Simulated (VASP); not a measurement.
# AlN (P6_3mc) in VASP: a series of runs

The runs below take AlN through relaxation of cell and atoms, with PBE.

All numbers are computed with VASP 6.6.1; they aren't measurements. Logs are shortened: lines on timing, memory, paths and dates and some standing lists are left out, and cuts for length are marked.

## (1) The structure

It takes space group P6_3mc (No. 186, hexagonal). Conventional cell: a = 3.113 Å, b = 3.113 Å, c = 4.981 Å, α = 90.00°, β = 90.00°, γ = 120.00°. Around Al (site symmetry 3m) lie 4 N at 1.89 Å. N (site symmetry 3m) has 4 Al at 1.89 Å as nearest neighbours.

## (2) Relaxation of cell and atoms, PBE

Input file INCAR:

```
ALGO = Fast
EDIFF = 1E-7
EDIFFG = -0.002
ENCUT = 700
GGA = PE
IBRION = 2
ISIF = 3
ISMEAR = 0
LASPH = True
LCHARG = False
LREAL = False
LWAVE = False
NELM = 80
NSW = 80
PREC = Accurate
SIGMA = 0.02
```

Input file KPOINTS:

```
k-points
0
Gamma
  12 12 6
```

Input file POSCAR:

```
AlN
1.0
    3.1130000000      0.0000000000      0.0000000000
   -1.5565000000      2.6959370800      0.0000000000
    0.0000000000      0.0000000000      4.9810000000
Al N
2 2
Direct
    0.3333333300      0.6666666700      0.0000000000
    0.6666666700      0.3333333300      0.5000000000
    0.3333333300      0.6666666700      0.3800000000
    0.6666666700      0.3333333300      0.8800000000
```

Potentials or basis: VASP PAW PBE potentials, release 64 (Al, N).

On the command line:

```bash
$ cat potpaw_PBE.64/Al/POTCAR potpaw_PBE.64/N/POTCAR > POTCAR
$ mpirun -np 1 vasp_std > vasp.out
```

OUTCAR:

```text
EDIFF = 1E-7
   EDIFFG = -0.002
   ENCUT = 700
   GGA = PE
   IBRION = 2
   ISIF = 3
   ISMEAR = 0
   LASPH = True
   LREAL = False
   NELM = 80
   NSW = 80
   PREC = Accurate

 ion  position               nearest neighbor table
   1  0.333  0.667  0.000-   3 1.89   4 1.89   4 1.89   4 1.89   2 3.07   2 3.07   2 3.07   2 3.07
                             2 3.07   2 3.07
   2  0.667  0.333  0.500-   4 1.89   3 1.89   3 1.89   3 1.89   1 3.07   1 3.07   1 3.07   1 3.07
                             1 3.07   1 3.07
   3  0.333  0.667  0.380-   1 1.89   2 1.89   2 1.89   2 1.89
   4  0.667  0.333  0.880-   2 1.89   1 1.89   1 1.89   1 1.89

  LATTYP: Found a hexagonal cell.
 ALAT       =     3.1130000000
 C/A-ratio  =     1.6000642467

  Lattice vectors:

 A1 = (   3.1130000000,   0.0000000000,   0.0000000000)
 A2 = (  -1.5565000000,   2.6959370800,   0.0000000000)
 A3 = (   0.0000000000,   0.0000000000,   4.9810000000)

Analysis of symmetry for initial positions (statically):
=====================================================================
 Subroutine PRICEL returns:
 Original cell was already a primitive cell.

 Routine SETGRP: Setting up the symmetry group for a
 hexagonal supercell.

 Subroutine GETGRP returns: Found 12 space group operations
 (whereof  6 operations were pure point group operations)
 out of a pool of 24 trial point group operations.

The static configuration has the point symmetry C_3v.
 The point group associated with its full space group is C_6v.

Analysis of symmetry for dynamics (positions and initial velocities):
=====================================================================
 Subroutine PRICEL returns:
 Original cell was already a primitive cell.

 Routine SETGRP: Setting up the symmetry group for a
 hexagonal supercell.

 Subroutine GETGRP returns: Found 12 space group operations
 (whereof  6 operations were pure point group operations)
 out of a pool of 24 trial point group operations.

The dynamic configuration has the point symmetry C_3v.
 The point group associated with its full space group is C_6v.

 Subroutine INISYM returns: Found 12 space group operations
 (whereof  6 operations are pure point group operations),
 and found     1 'primitive' translations

----------------------------------------------------------------------------------------

                                     Primitive cell

  volume of cell :      41.8028

  direct lattice vectors                    reciprocal lattice vectors
     3.113000000  0.000000000  0.000000000     0.321233537  0.185464269  0.000000000
    -1.556500000  2.695937080  0.000000000     0.000000000  0.370928538  0.000000000
     0.000000000  0.000000000  4.981000000     0.000000000  0.000000000  0.200762899

  length of vectors
     3.113000000  3.112999998  4.981000000     0.370928538  0.370928538  0.200762899

  position of ions in fractional coordinates (direct lattice)
     0.333333330  0.666666670  0.000000000
     0.666666670  0.333333330  0.500000000
     0.333333330  0.666666670  0.380000000
     0.666666670  0.333333330  0.880000000

  ion indices of the primitive-cell ions
   primitive index   ion index
                 1           1
                 2           2
                 3           3
                 4           4

----------------------------------------------------------------------------------------

 KPOINTS: k-points

Automatic generation of k-mesh.
 Grid dimensions read from file:
 generate k-points for:   12   12    6

 Generating k-lattice:

  Cartesian coordinates                     Fractional coordinates (reciprocal lattice)
     0.026769461  0.015455356  0.000000000     0.083333333 -0.000000000  0.000000000
     0.000000000  0.030910712  0.000000000     0.000000000  0.083333333  0.000000000
     0.000000000  0.000000000  0.033460483     0.000000000  0.000000000  0.166666667

  Length of vectors
     0.030910711  0.030910712  0.033460483

  Shift w.r.t. Gamma in fractional coordinates (k-lattice)
     0.000000000  0.000000000  0.000000000

 Subroutine IBZKPT returns following result:
 ===========================================

 Found     76 irreducible k-points:

 Following reciprocal coordinates:
            Coordinates               Weight
  0.000000  0.000000  0.000000      1.000000
  0.083333  0.000000  0.000000      6.000000
  0.166667  0.000000  0.000000      6.000000
  0.250000  0.000000  0.000000      6.000000
  0.333333  0.000000  0.000000      6.000000
  0.416667  0.000000  0.000000      6.000000
[... 16 lines left out ...]
  0.250000  0.000000  0.166667     12.000000
  0.333333  0.000000  0.166667     12.000000
 [... further k-points ...]
   k-points           NKPTS =     76   k-points in BZ     NKDIM =     76   number of bands    NBANDS=     12
   number of dos      NEDOS =    301   number of ions     NIONS =      4
   total plane-waves  NPLWV =  37632
   dimension x,y,z NGX =    28 NGY =   28 NGZ =   48
   dimension x,y,z NGXF=    56 NGYF=   56 NGZF=   96
   ions per type =               2   2
   NGX,Y,Z   is equivalent  to a cutoff of  14.95, 14.95, 16.02 a.u.
   NGXF,Y,Z  is equivalent  to a cutoff of  29.91, 29.91, 32.04 a.u.
 SYSTEM =  unknown system
   PREC   = accura    normal or accurate (medium, high low for compatibility)
   ISTART =      0    job   : 0-new  1-cont  2-samecut
   ICHARG =      2    charge: 1-file 2-atom 10-const
   ISPIN  =      1    spin polarized calculation?
   LNONCOLLINEAR =      F non collinear calculations
   LSORBIT =      F    spin-orbit coupling
   LASPH  =      T    aspherical Exc in radial PAW
   ENCUT  =  700.0 eV  51.45 Ry    7.17 a.u.   6.72  6.72 10.75*2*pi/ulx,y,z
   NELM   =     80;   NELMIN=  2; NELMDL= -5     # of ELM steps
   EDIFF  = 0.1E-06   stopping-criterion for ELM
   LREAL  =      F    real-space projection
   EDIFFG = -.2E-02   stopping-criterion for IOM
   NSW    =     80    number of steps for IOM
   IBRION =      2    ionic relax: 0-MD 1-quasi-New 2-CG
   NFREE  =      1    steps in history (QN), initial steepest desc. (CG)
   ISIF   =      3    stress and relaxation
   ISYM   =      2    0-nonsym 1-usesym 2-fastsym
   POTIM  = 0.5000    time-step for ionic-motion
   TEBEG  =    0.0;   TEEND  =   0.0 temperature during run
   PSTRESS=    0.0 pullay stress
   NELECT =      16.0000    total number of electrons
   NUPDOWN=      -1.0000    fix difference up-down
   EMIN   =  10.00;   EMAX   =-10.00  energy-range for DOS
   EFERMI =   0.00;   METHOD = LEGACY
   ISMEAR =     0;   SIGMA  =   0.02  broadening in eV -4-tet -1-fermi 0-gaus
   EFERMI_NEDOS =   21; number of points for ismear=-14 and -15
   IALGO  =     68    algorithm
   IMIX   =      4    mixing-type and parameters
     AMIX     =   0.40;   BMIX     =  1.00
     AMIX_MAG =   1.60;   BMIX_MAG =  1.00
  volume/ion in A,a.u.               =      10.45        70.52
  Fermi-wavevector in a.u.,A,eV,Ry     =   1.188629  2.246183 19.222843  1.412839
  Thomas-Fermi vector in A             =   2.324754
   LORBIT       =      0    0 simple, 1 ext, 2 COOP (PROOUT), +10 PAW based schemes
   GGA     = PE    functional components
   LHFCALC =     F    Hartree Fock is set to
   AEXX    =    0.0000 exact exchange contribution
   IVDW    =     0    specifies the selected vdW correction
   LEPSILON=     F    determine dielectric tensor
   LRPA    =     F    only Hartree local field effects (RPA)
 conjugate gradient relaxation of ions
 non-spin polarized calculation
 RMM-DIIS sequential band-by-band and
 Gauss-broadening in eV      SIGMA  =   0.02
  energy-cutoff  :      700.00
  volume of cell :       41.80
 maximum number of plane-waves:      1785
 NGX is ok and might be reduce to    28
   NGX = 13   NGY = 13   NGZ = 21

--------------------------------------- Ionic step        1  -------------------------------------------

 number of electron      16.0000002 magnetization

 Free energy of the ion-electron system (eV)
  ---------------------------------------------------
  ext. energy  EPLUGINS =         0.00000000
  ---------------------------------------------------
  free energy    TOTEN  =       -29.78050351 eV

  energy without entropy =      -29.78050351  energy(sigma->0) =      -29.78050351

------------------------ aborting loop because EDIFF is reached ----------------------------------------

  FORCE on cell =-STRESS in cart. coord.  units (eV):
  Direction    XX          YY          ZZ          XY          YZ          ZX
  --------------------------------------------------------------------------------------
  -------------------------------------------------------------------------------------
  Total        0.7375616      0.7375616      1.1693528      0.0000000      0.0000000      0.0000000
  in kB       28.2685443     28.2685443     44.8178210      0.0000000      0.0000000      0.0000000
  external PRESSURE =      33.7849699 kB  Pullay stress =       0.0000000 kB
[... 213 lines left out ...]
  energy  without entropy=      -29.7888031704  energy(sigma->0) =      -29.78880317

--------------------------------------- Ionic step        7  -------------------------------------------

 number of electron      16.0000001 magnetization

 Free energy of the ion-electron system (eV)
  ---------------------------------------------------
  ext. energy  EPLUGINS =         0.00000000
  ---------------------------------------------------
  free energy    TOTEN  =       -29.78880765 eV

  energy without entropy =      -29.78880765  energy(sigma->0) =      -29.78880765

 E-fermi :   6.0840     XC(G=0): -10.8363

 val. band max:        5.9826585920   @ k =   0.0000   0.0000   0.0000
 cond. band min:      10.0460683450   @ k =   0.0000   0.0000   0.0000
 fundamental gap:      4.0634097530
 Fermi energy:         6.0839744728

 k-point     1 :       0.0000    0.0000    0.0000
  band No.  band energies     occupation
      1      -9.0965      2.00000
      2      -7.0078      2.00000
      3       0.0674      2.00000
      4       5.1380      2.00000
      5       5.1380      2.00000
      6       5.7808      2.00000
      7       5.7808      2.00000
      8       5.9827      2.00000
      9      10.0461      0.00000
     10      12.5112      0.00000
     11      16.4575      0.00000
     12      17.0261      0.00000
[... 331 lines left out ...]
 k-point    24 :       0.3333    0.0000    0.1667
  band No.  band energies     occupation
      1      -7.8013      2.00000
      2      -6.6059      2.00000
      3       1.1354      2.00000
      4       2.0842      2.00000
      5       2.6860      2.00000
      6       4.2414      2.00000
      7       5.2028      2.00000
      8       5.3371      2.00000
      9      11.7713      0.00000
     10      12.5876      0.00000
     11      14.3443      0.00000
     12      16.0306      0.00000

 [... further k-points ...]

------------------------ aborting loop because EDIFF is reached ----------------------------------------

  FORCE on cell =-STRESS in cart. coord.  units (eV):
  Direction    XX          YY          ZZ          XY          YZ          ZX
  --------------------------------------------------------------------------------------
  -------------------------------------------------------------------------------------
  Total        0.0020501      0.0020501      0.0015416      0.0000000      0.0000000     -0.0000000
  in kB        0.0772972      0.0772972      0.0581246      0.0000000      0.0000000     -0.0000000
  external PRESSURE =       0.0709064 kB  Pullay stress =       0.0000000 kB
[... 19 lines left out ...]
  FREE ENERGIE OF THE ION-ELECTRON SYSTEM (eV)
  ---------------------------------------------------
  free  energy   TOTEN  =       -29.7888076523 eV

  energy  without entropy=      -29.7888076523  energy(sigma->0) =      -29.78880765

 reached required accuracy - stopping structural energy minimisation
```

Wall time 3.1 min (1 thread of Intel Xeon Platinum 8259CL at 2.50GHz (Skylake/Cascade Lake), shared host); peak memory 0.22 GiB.

What came out:

```yaml
Free_energy: -29.7888 eV
Relaxed_volume: 10.62 Å³/atom
Relaxed_cell: a = 3.128 Å, b = 3.128 Å, c = 5.015 Å, α = 90.00°, β = 90.00°, γ = 120.00°
Space_group_after_relaxing_to_0.05_Å: P6_3mc (No. 186)
Energy_gained_by_relaxing: 2.1 meV/atom
Ionic_steps: 7
Pressure_after_relaxing: 0.0 GPa
Band_gap_on_the_k_mesh: 4.06 eV, direct
```

Step by step:
| step | energy change (eV) | largest force (eV/Å) | pressure (GPa) | volume (Å³) |
| --- | --- | --- | --- | --- |
| 1 | 0.0000 | 0.1291 | 3.38 | 41.80 |
| 2 | -0.0014 | 0.0917 | -2.88 | 43.15 |
| 3 | -0.0083 | 0.0054 | 0.00 | 42.50 |
| 4 | -0.0083 | 0.0033 | -0.06 | 42.51 |
| 5 | -0.0083 | 0.0051 | 0.03 | 42.49 |
| 6 | -0.0083 | 0.0052 | 0.04 | 42.49 |
| 7 | -0.0083 | 0.0009 | 0.01 | 42.49 |

Final structure:
```xyz
4
Lattice="3.1279 0.0000 0.0000 -1.5640 2.7089 0.0000 0.0000 0.0000 5.0149" Properties=species:S:1:pos:R:3 pbc="T T T"
Al    0.0000    1.8059    5.0112
Al    1.5640    0.9030    2.5037
N     0.0000    1.8059    1.9095
N     1.5640    0.9030    4.4169
```

Levels at points of the mesh, in eV from the valence-band top:
```csv
k point,band 6,band 7,band 8,band 9,band 10,band 11
"(0.00, 0.00, 0.00)",-0.20,-0.20,0.00,4.06,6.53,10.47
"(0.50, 0.00, 0.00)",-2.06,-1.75,-0.68,5.77,5.77,8.04
"(0.00, 0.00, 0.50)",-0.53,-0.53,-0.53,6.33,6.33,10.18
"(0.50, 0.00, 0.50)",-1.44,-1.35,-1.35,5.25,5.25,9.16
```

## (3) Relaxation of cell and atoms, PBE

This run uses another cell than the first one, of 10.62 Å³/atom, 1.017 times its volume.

INCAR is that of step 2.

KPOINTS is that of step 2.

Input file POSCAR:

```
AlN                                     
1.0
    3.1279494577      0.0000000000     -0.0000000000
   -1.5639747289      2.7088836901      0.0000000000
   -0.0000000000      0.0000000000      5.0149387659
  Al              N             
     2     2
Direct
     0.3333333300000021    0.6666666699999979    0.9992473286089107
     0.6666666699999979    0.3333333300000021    0.4992473286089106
     0.3333333300000021    0.6666666699999979    0.3807526713910919
     0.6666666699999979    0.3333333300000021    0.8807526713910918
```

Potentials or basis: VASP PAW PBE potentials, release 64 (Al, N).

On the command line:

```bash
$ cat potpaw_PBE.64/Al/POTCAR potpaw_PBE.64/N/POTCAR > POTCAR
$ mpirun -np 1 vasp_std > vasp.out
```

Run time: 91 s. Hardware: 1 thread of Intel Xeon Platinum 8259CL at 2.50GHz (Skylake/Cascade Lake), shared host; peak memory 0.22 GiB.

Results (log left out):

| Property | Result |
| --- | --- |
| Free energy | -29.7898 eV |
| Energy gained by relaxing | 0.0 meV/atom |
| Ionic steps | 3 |
| Pressure after relaxing | 0.0 GPa |
| Band gap on the k mesh | 4.06 eV, direct |

Final structure:
```
Al N
1.0
     3.12803    0.00000    0.00000
    -1.56402    2.70895    0.00000
     0.00000    0.00000    5.01509
Al N
2 2
Direct
  0.33333 0.66667 0.99925
  0.66667 0.33333 0.49925
  0.33333 0.66667 0.38075
  0.66667 0.33333 0.88075
```

Levels at points of the mesh, in eV from the valence-band top:
```tsv
k point	band 6	band 7	band 8	band 9	band 10	band 11
(0.00, 0.00, 0.00)	-0.20	-0.20	0.00	4.06	6.53	10.47
(0.50, 0.00, 0.00)	-2.06	-1.75	-0.68	5.77	5.77	8.04
(0.00, 0.00, 0.50)	-0.53	-0.53	-0.53	6.33	6.33	10.18
(0.50, 0.00, 0.50)	-1.44	-1.35	-1.35	5.25	5.25	9.16
```

A k mesh can miss the band edges. Expect the measured gap to be larger: semilocal functionals such as PBE lack the derivative discontinuity.
